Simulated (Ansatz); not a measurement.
A run of Ansatz 0.2.0 is set up as follows.

Contents of input.yaml:

```yaml
crystal:
  lattice:
    - [0.0, 2.256, 2.256]
    - [2.256, 0.0, 2.256]
    - [2.256, 2.256, 0.0]
  atoms:
    - { symbol: Hf, position: [0.0, 0.0, 0.0] }
    - { symbol: "N", position: [0.5, 0.5, 0.5] }
kpoints:
  mp_grid: { grid: [8, 8, 8] }
  band_path:
    path:
      - [0.0, 0.0, 0.0]
      - [0.5, 0.0, 0.5]
      - [0.5, 0.25, 0.75]
      - [0.375, 0.375, 0.75]
      - [0.0, 0.0, 0.0]
      - [0.5, 0.5, 0.5]
      - [0.625, 0.25, 0.625]
      - [0.5, 0.25, 0.75]
    npoints: 8
scf:
  occupations: { method: fermi_dirac, width: 0.05 }
hamiltonian:
  xc: pbesol
  pseudopotentials: { kind: all_electron, lapw: { basis_error: 0.001 } }
magnetization:
  noncollinear: true
  spin_orbit: true
output:
  forces: true
  stress: true
  eigenvalues: true
```

Potentials or basis: all-electron LAPW, relativistic spinors.

The run is started by

```console
$ ansatz run input.yaml --threads 1 --pin off --max-ram 3072MiB --backend cpu --events-out ev --progress --plain --runs-dir out
```

(1) Estimate the band gap along the path.

(2) Estimate the pressure.

Answers

(1) none (metal or under the smearing width).

(2) -2.0 GPa.
